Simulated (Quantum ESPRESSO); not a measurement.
# SiC (Moissanite) (P6_3mc) in Quantum ESPRESSO: further runs

The runs below take SiC (Moissanite) through phonons, with LDA, PBE, PW91.

Program: Quantum ESPRESSO 7.5. These are calculated values, not measurements. Logs are shortened: lines on timing, memory, paths and dates and some standing lists are left out, and cuts for length are marked.

### 1 The crystal as given

It takes space group P6_3mc (No. 186, hexagonal). The conventional cell has a = 3.076 Å, b = 3.076 Å, c = 5.048 Å, α = 90.00°, β = 90.00°, γ = 120.00°. Si (site symmetry 3m) has 4 C at 1.87 to 1.94 Å as nearest neighbours. Around C (site symmetry 3m) lie 4 Si at 1.87 to 1.94 Å.

### 2 Phonons, LDA

File pw.in:

```
&CONTROL
  calculation = 'scf'
  prefix = 'pwscf'
  outdir = './tmp'
  pseudo_dir = './pseudo'
  tprnfor = .true.
  tstress = .true.
  disk_io = 'low'
/
&SYSTEM
  ibrav = 0
  celldm(1) = 8
  nat = 4
  ntyp = 2
  ecutwfc = 82
  nbnd = 14
  occupations = 'smearing'
  smearing = 'fd'
  degauss = 0.00367493
/
&ELECTRONS
  conv_thr = 8d-10
  electron_maxstep = 120
  mixing_beta = 0.5
/
ATOMIC_SPECIES
Si    28.0850 Si.upf
C     12.0110 C.upf
CELL_PARAMETERS alat
  0.7265996949186   0.0000000000000   0.0000000000000
 -0.3632998474593   0.6292537941719   0.0000000000000
  0.0000000000000   0.0000000000000   1.1924171846389
ATOMIC_POSITIONS crystal
Si     0.6666666667    0.3333333333    0.5000000000
Si     0.3333333333    0.6666666667    0.0000000000
C      0.6666666667    0.3333333333    0.8850000000
C      0.3333333333    0.6666666667    0.3850000000
K_POINTS automatic
6 6 4 0 0 1
```

File relax.in:

```
&CONTROL
  calculation = 'vc-relax'
  prefix = 'pwscf'
  outdir = './tmp'
  pseudo_dir = './pseudo'
  tprnfor = .true.
  tstress = .true.
  disk_io = 'low'
  nstep = 40
  forc_conv_thr = 0.0001
  etot_conv_thr = 1d-06
/
&SYSTEM
  ibrav = 0
  celldm(1) = 8
  nat = 4
  ntyp = 2
  ecutwfc = 82
  nbnd = 14
  occupations = 'smearing'
  smearing = 'fd'
  degauss = 0.00367493
/
&ELECTRONS
  conv_thr = 8d-10
  electron_maxstep = 120
  mixing_beta = 0.5
/
&IONS
  ion_dynamics = 'bfgs'
/
&CELL
  cell_dynamics = 'bfgs'
  press = 0
  press_conv_thr = 0.2
/
ATOMIC_SPECIES
Si    28.0850 Si.upf
C     12.0110 C.upf
CELL_PARAMETERS alat
  0.7265996949186   0.0000000000000   0.0000000000000
 -0.3632998474593   0.6292537941719   0.0000000000000
  0.0000000000000   0.0000000000000   1.1924171846389
ATOMIC_POSITIONS crystal
Si     0.6666666667    0.3333333333    0.5000000000
Si     0.3333333333    0.6666666667    0.0000000000
C      0.6666666667    0.3333333333    0.8850000000
C      0.3333333333    0.6666666667    0.3850000000
K_POINTS automatic
6 6 4 0 0 1
```

File scf2.in:

```
&CONTROL
  calculation = 'scf'
  prefix = 'pwscf'
  outdir = './tmp'
  pseudo_dir = './pseudo'
  tprnfor = .true.
  tstress = .true.
  disk_io = 'low'
/
&SYSTEM
  ibrav = 0
  celldm(1) = 8
  nat = 4
  ntyp = 2
  ecutwfc = 82
  nbnd = 14
  occupations = 'fixed'
/
&ELECTRONS
  conv_thr = 1d-13
  electron_maxstep = 120
  mixing_beta = 0.5
  startingpot = 'file'
  startingwfc = 'file'
/
ATOMIC_SPECIES
Si    28.0850 Si.upf
C     12.0110 C.upf
CELL_PARAMETERS alat
  0.7214363662194   0.0000000000000   0.0000000000000
 -0.3607181831097   0.6247822203599   0.0000000000000
  0.0000000000000   0.0000000000000   1.1836295630649
ATOMIC_POSITIONS crystal
Si     0.6666666666    0.3333333332    0.5045531734
Si     0.3333333332    0.6666666666    0.0045531734
C      0.6666666666    0.3333333332    0.8804468266
C      0.3333333332    0.6666666666    0.3804468266
K_POINTS automatic
6 6 4 0 0 1
```

File ph.in:

```
phonons of SiC
&INPUTPH
  prefix = 'pwscf'
  outdir = './tmp'
  tr2_ph = 1d-18
  fildyn = 'dyn'
  niter_ph = 90
  alpha_mix(1) = 0.7
  epsil = .true.
/
0.0000000000 0.0000000000 0.0000000000
```

File dynmat.in:

```
&INPUT
  fildyn = 'dyn'
  asr = 'crystal'
  lperm = .true.
  filout = 'dynmat.disp'
  fileig = 'dynmat.eig'
/
```

File dynmat_lo.in:

```
&INPUT
  fildyn = 'dyn'
  asr = 'crystal'
  filout = 'dynmat_lo.disp'
  fileig = 'dynmat_lo.eig'
  q(1) = 0
  q(2) = 0
  q(3) = 1
/
```

Potentials or basis: PseudoDojo 0.4.1 SR LDA standard.

Launch:

```
> OMP_NUM_THREADS=1 mpirun -n 4 pw.x -nk 2 -in pw.in > pw.out
> OMP_NUM_THREADS=1 mpirun -n 4 pw.x -nk 2 -in relax.in > relax.out
> OMP_NUM_THREADS=1 mpirun -n 4 pw.x -nk 2 -in scf2.in > scf2.out
> OMP_NUM_THREADS=1 mpirun -n 4 ph.x -nk 2 -in ph.in > ph.out
> OMP_NUM_THREADS=1 mpirun -n 1 dynmat.x -in dynmat.in > dynmat.out
> OMP_NUM_THREADS=1 mpirun -n 1 dynmat.x -in dynmat_lo.in > dynmat_lo.out
```

pw.out:

```text
This program is part of the open-source Quantum ESPRESSO suite
     for quantum simulation of materials; please cite
[... 6 lines left out ...]
     using ibrav=0 with symmetry is DISCOURAGED, use correct ibrav instead

     K-points division:     npool     =       2
     Subspace diagonalization in iterative solution of the eigenvalue problem:
     a serial algorithm will be used

     --------------------
     sticks:   dense  smooth     PW     G-vecs:    dense   smooth      PW
     Min         378     378    111                13994    13994    2236
     Max         379     379    112                13997    13997    2239
     Sum         757     757    223                27991    27991    4475

     Using Slab Decomposition

     bravais-lattice index     =            0
     lattice parameter (alat)  =       8.0000  a.u.
     unit-cell volume          =     279.1382 (a.u.)^3
     number of atoms/cell      =            4
     number of atomic types    =            2
     number of electrons       =        16.00
     number of Kohn-Sham states=           14
     kinetic-energy cutoff     =      82.0000  Ry
     charge density cutoff     =     328.0000  Ry
     scf convergence threshold =      8.0E-10
     mixing beta               =       0.5000
     number of iterations used =            8  plain     mixing
     Exchange-correlation= SLA  PW   NOGX NOGC
                           (   1   4   0   0   0   0   0)

     celldm(1)=   8.000000  celldm(2)=   0.000000  celldm(3)=   0.000000
     celldm(4)=   0.000000  celldm(5)=   0.000000  celldm(6)=   0.000000

     crystal axes: (cart. coord. in units of alat)
               a(1) = (   0.726600   0.000000   0.000000 )
               a(2) = (  -0.363300   0.629254   0.000000 )
               a(3) = (   0.000000   0.000000   1.192417 )

     reciprocal axes: (cart. coord. in units 2 pi/alat)
               b(1) = (  1.376274  0.794592 -0.000000 )
               b(2) = (  0.000000  1.589184  0.000000 )
               b(3) = (  0.000000 -0.000000  0.838633 )

     PseudoPot. # 1 for Si read from file:
     Si.upf
     Pseudo is Norm-conserving + core correction, Zval =  4.0
     Generated using ONCVPSP code by D. R. Hamann
     Using radial grid of 1510 points,  6 beta functions with:
                l(1) =   0
                l(2) =   0
                l(3) =   1
                l(4) =   1
                l(5) =   2
                l(6) =   2

     PseudoPot. # 2 for C  read from file:
     C.upf
     Pseudo is Norm-conserving + core correction, Zval =  4.0
     Generated using ONCVPSP code by D. R. Hamann
     Using radial grid of 1234 points,  4 beta functions with:
                l(1) =   0
                l(2) =   0
                l(3) =   1
                l(4) =   1

     atomic species   valence    mass     pseudopotential
     Si                4.00    28.08500     Si( 1.00)
     C                 4.00    12.01100     C ( 1.00)

     12 Sym. Ops. (no inversion) found ( 6 have fractional translation)

   Cartesian axes

     site n.     atom                  positions (alat units)
         1        Si     tau(   1) = (   0.3632998   0.2097513   0.5962086  )
         2        Si     tau(   2) = (  -0.0000000   0.4195025   0.0000000  )
         3        C      tau(   3) = (   0.3632998   0.2097513   1.0552892  )
         4        C      tau(   4) = (  -0.0000000   0.4195025   0.4590806  )

     number of k points=    14  Fermi-Dirac smearing, width (Ry)=  0.0037
                       cart. coord. in units 2pi/alat
        k(    1) = (   0.0000000   0.0000000   0.1048291), wk =   0.0277778
        k(    2) = (   0.0000000   0.0000000   0.3144872), wk =   0.0277778
        k(    3) = (   0.0000000   0.2648640   0.1048291), wk =   0.1666667
        k(    4) = (   0.0000000   0.2648640   0.3144872), wk =   0.1666667
        k(    5) = (   0.0000000   0.5297280   0.1048291), wk =   0.1666667
        k(    6) = (   0.0000000   0.5297280   0.3144872), wk =   0.1666667
        k(    7) = (   0.0000000  -0.7945920   0.1048291), wk =   0.0833333
        k(    8) = (   0.0000000  -0.7945920   0.3144872), wk =   0.0833333
        k(    9) = (   0.2293789   0.3972960   0.1048291), wk =   0.1666667
        k(   10) = (   0.2293789   0.3972960   0.3144872), wk =   0.1666667
        k(   11) = (   0.2293789   0.6621600   0.1048291), wk =   0.3333333
        k(   12) = (   0.2293789   0.6621600   0.3144872), wk =   0.3333333
        k(   13) = (   0.4587579   0.7945920   0.1048291), wk =   0.0555556
        k(   14) = (   0.4587579   0.7945920   0.3144872), wk =   0.0555556

     Dense  grid:    27991 G-vectors     FFT dimensions: (  36,  36,  60)

     Initial potential from superposition of free atoms

     starting charge      15.9988, renormalised to      16.0000
     Starting wfcs are   16 randomized atomic wfcs

     Self-consistent Calculation

     iteration #  1     ecut=    82.00 Ry     beta= 0.50
     Davidson diagonalization with overlap
     ethr =  1.00E-02,  avg # of iterations =  3.5

     total energy              =     -41.03038995 Ry
     estimated scf accuracy    <       0.91648854 Ry

     iteration #  2     ecut=    82.00 Ry     beta= 0.50
     Davidson diagonalization with overlap
     ethr =  5.73E-03,  avg # of iterations =  2.0

     total energy              =     -41.25820600 Ry
     estimated scf accuracy    <       0.04960570 Ry

     iteration #  3     ecut=    82.00 Ry     beta= 0.50
     Davidson diagonalization with overlap
     ethr =  3.10E-04,  avg # of iterations =  3.4

     total energy              =     -41.26132064 Ry
     estimated scf accuracy    <       0.00701373 Ry

     iteration #  4     ecut=    82.00 Ry     beta= 0.50
     Davidson diagonalization with overlap
     ethr =  4.38E-05,  avg # of iterations =  4.5

     total energy              =     -41.26198635 Ry
     estimated scf accuracy    <       0.00201051 Ry

     iteration #  5     ecut=    82.00 Ry     beta= 0.50
     Davidson diagonalization with overlap
     ethr =  1.26E-05,  avg # of iterations =  3.7

     total energy              =     -41.26249739 Ry
     estimated scf accuracy    <       0.00011037 Ry

     iteration #  6     ecut=    82.00 Ry     beta= 0.50
     Davidson diagonalization with overlap
     ethr =  6.90E-07,  avg # of iterations =  3.5

     total energy              =     -41.26252202 Ry
     estimated scf accuracy    <       0.00000132 Ry

     iteration #  7     ecut=    82.00 Ry     beta= 0.50
     Davidson diagonalization with overlap
     ethr =  8.22E-09,  avg # of iterations =  2.2

     total energy              =     -41.26252247 Ry
     estimated scf accuracy    <       0.00000010 Ry

     iteration #  8     ecut=    82.00 Ry     beta= 0.50
     Davidson diagonalization with overlap
     ethr =  6.41E-10,  avg # of iterations =  2.5

     total energy              =     -41.26252249 Ry
     estimated scf accuracy    <          9.2E-09 Ry

     iteration #  9     ecut=    82.00 Ry     beta= 0.50
     Davidson diagonalization with overlap
     ethr =  5.73E-11,  avg # of iterations =  2.6

     End of self-consistent calculation

          k = 0.0000 0.0000 0.1048 (  3507 PWs)   bands (ev):

    -6.0113  -2.8654   1.2920   8.0407   8.0407   9.1028   9.2242   9.2242
    14.2064  15.9256  15.9881  15.9881  16.8193  17.9935

          k = 0.0000 0.0000 0.3145 (  3538 PWs)   bands (ev):

    -5.4086  -4.2598   3.6683   6.5986   8.3531   8.3531   8.8408   8.8408
    14.7493  15.7488  16.2988  16.2991  17.0849  17.6209

          k = 0.0000 0.2649 0.1048 (  3512 PWs)   bands (ev):

    -5.5308  -2.4409   1.7076   5.9097   7.3656   7.5559   8.8989   8.9906
    14.1481  15.8232  16.3575  16.8674  16.9200  18.1592

          k = 0.0000 0.2649 0.3145 (  3512 PWs)   bands (ev):

    -4.9345  -3.8017   3.9137   6.2236   6.4919   7.6415   7.7449   8.3681
    14.3090  15.2219  16.4624  17.0858  17.4417  18.3431

          k = 0.0000 0.5297 0.1048 (  3502 PWs)   bands (ev):

    -4.1538  -1.3595   2.0767   3.5368   4.7258   6.4297   7.9148   8.2447
    12.6974  14.0035  16.3046  17.2165  17.6535  19.1731

          k = 0.0000 0.5297 0.3145 (  3479 PWs)   bands (ev):

    -3.5857  -2.5307   2.5739   3.5645   5.5864   6.8601   7.5898   7.6388
    12.7582  13.6658  15.0453  16.6464  18.6566  19.9497

          k = 0.0000-0.7946 0.1048 (  3492 PWs)   bands (ev):

    -2.6528  -1.2510   1.3352   2.7367   4.5072   6.0624   6.5848   7.9519
    12.1453  13.3238  16.3135  16.9376  17.9142  18.8606

          k = 0.0000-0.7946 0.3145 (  3476 PWs)   bands (ev):

    -2.1805  -1.4981   0.8532   1.5500   6.3748   6.5060   7.2634   7.5484
    12.3933  12.7052  14.9435  15.0245  18.6343  20.0878

          k = 0.2294 0.3973 0.1048 (  3494 PWs)   bands (ev):

    -4.5971  -1.6667   2.3338   4.1975   5.2031   6.3131   7.6936   8.4513
    14.6370  14.9486  15.8706  16.4125  18.0592  18.3427

          k = 0.2294 0.3973 0.3145 (  3501 PWs)   bands (ev):

    -4.0174  -2.9283   3.5402   4.6350   5.5978   6.1641   6.9735   7.7777
    14.2997  14.7179  16.2770  16.9887  17.9830  18.0410

          k = 0.2294 0.6622 0.1048 (  3494 PWs)   bands (ev):

    -2.9282  -0.9167   1.6870   3.4076   4.2472   4.7996   6.6474   7.0798
    13.1018  14.5983  16.2264  17.5209  18.3735  19.3508

          k = 0.2294 0.6622 0.3145 (  3498 PWs)   bands (ev):

    -2.4181  -1.5616   1.5638   2.3681   4.8172   5.7101   6.5872   7.8563
    13.4049  14.4433  15.4206  16.2577  17.5340  19.1435

          k = 0.4588 0.7946 0.1048 (  3501 PWs)   bands (ev):

    -1.4773  -1.4773   2.6538   2.7684   2.7684   5.2339   5.8980   5.8980
    12.1024  17.1602  17.1602  17.3594  19.2304  19.2305

          k = 0.4588 0.7946 0.3145 (  3510 PWs)   bands (ev):

    -1.2506  -1.2506   1.7709   1.7709   3.2071   4.2076   7.4688   7.4688
    14.1503  14.7587  14.7587  16.4938  19.6050  19.6051

     the Fermi energy is    10.4257 ev

!    total energy              =     -41.26252249 Ry
     estimated scf accuracy    <          6.7E-11 Ry
     smearing contrib. (-TS)   =      -0.00000000 Ry
     internal energy E=F+TS    =     -41.26252249 Ry

     The total energy is F=E-TS. E is the sum of the following terms:
     one-electron contribution =      10.94609873 Ry
     hartree contribution      =       4.70373122 Ry
     xc contribution           =     -15.12316324 Ry
     ewald contribution        =     -41.78918921 Ry

     convergence has been achieved in   9 iterations

     Forces acting on atoms (cartesian axes, Ry/au):

     atom    1 type  1   force =     0.00000000    0.00000000    0.02821406
     atom    2 type  1   force =     0.00000000   -0.00000000    0.02821406
     atom    3 type  2   force =    -0.00000000    0.00000000   -0.02821406
     atom    4 type  2   force =     0.00000000    0.00000000   -0.02821406

     Total force =     0.056428     Total SCF correction =     0.000001

     Computing stress (Cartesian axis) and pressure

          total   stress  (Ry/bohr**3)                   (kbar)     P=      -45.11
  -0.00021096   0.00000000  -0.00000000          -31.03        0.00       -0.00
   0.00000000  -0.00021096  -0.00000000            0.00      -31.03       -0.00
   0.00000000   0.00000000  -0.00049806            0.00        0.00      -73.27

=------------------------------------------------------------------------------=
   JOB DONE.
=------------------------------------------------------------------------------=
```

It took 3.8 min on 4 MPI ranks of Intel Xeon at 2.50GHz (Skylake/Cascade Lake), shared host; peak memory 0.28 GiB.

What came out:

* Free energy: -561.4528 eV
* Relaxed volume: 10.12 Å³/atom
* Relaxed cell: a = 3.054 Å, b = 3.054 Å, c = 5.011 Å, α = 90.00°, β = 90.00°, γ = 120.00°
* Space group after relaxing (to 0.05 Å): P6_3mc (No. 186)
* Pressure after relaxing: 0.0 GPa
* Electronic dielectric tensor (diagonal): 7.27, 7.27, 7.26
* Born charges (mean of the diagonal): Si +2.73; C -2.83 e
* Highest phonon frequency at Γ, LO-TO splitting left out: 843 cm⁻¹
* Static dielectric tensor (diagonal): 10.59, 10.59, 11.31

Step by step:
```csv
step,energy change (eV),largest force (eV/Å),pressure (GPa),volume (Å³)
1,0.0000,0.7254,-4.51,41.36
2,-0.0432,0.2172,0.32,40.42
3,-0.0473,0.0378,0.28,40.43
4,-0.0479,0.0010,0.03,40.47
5,-0.0479,0.0002,0.00,40.48
```

Final structure:
```xyz
4
Lattice="3.0541 0.0000 0.0000 -1.5271 2.6450 0.0000 0.0000 0.0000 5.0108" Properties=species:S:1:pos:R:3 pbc="T T T"
Si    1.5271    0.8817    2.5282
Si    0.0000    1.7633    0.0228
C     1.5271    0.8817    4.4117
C     0.0000    1.7633    1.9063
```

Phonon frequencies in cm⁻¹ (negative: imaginary):
| q point | frequencies |
| --- | --- |
| (0.000, 0.000, 0.000) | 0 0 0 259 259 599 768 768 771 802 802 843 |

Electronic dielectric tensor:
```
7.27 0.00 0.00
0.00 7.27 0.00
0.00 0.00 7.26
```

Born effective charge tensors (e):
atom 1, Si
```
2.65 0.00 0.00
0.00 2.65 0.00
0.00 0.00 2.88
```
atom 2, Si
```
2.65 0.00 0.00
0.00 2.65 0.00
0.00 0.00 2.88
```
atom 3, C
```
-2.79  0.00  0.00
 0.00 -2.79  0.00
 0.00  0.00 -2.90
```
atom 4, C
```
-2.79  0.00  0.00
 0.00 -2.79  0.00
 0.00  0.00 -2.90
```

Optical modes at Γ, degenerate ones joined, polar ones without the macroscopic field:
```tsv
cm⁻¹	components	symmetry	active in	IR intensity, summed ((D/Å)²/amu)
259	2	E2	Raman	0.00
599	1	B1	silent	0.00
768	2	E2	Raman	0.00
771	1	A1	IR and Raman	45.73
802	2	E1	IR and Raman	81.14
843	1	B1	silent	0.00
```

Zone-centre frequencies without and with the macroscopic field along z (cm⁻¹):
```
                      optical modes in rising order
       without  259 259 599 768 768 771 802 802 843
with the field  259 259 599 768 768 802 802 843 963
```

Static dielectric tensor, electrons and zone-centre modes:
```
10.59  0.00  0.00
 0.00 10.59  0.00
 0.00  0.00 11.31
```

Caveat: the mesh is thin for the dielectric tensor, Born charges and intensities, which usually come out too large; the Born charges break their sum rule by 0.20 e, a sign of too thin a mesh.

[end of part 1 of 3]
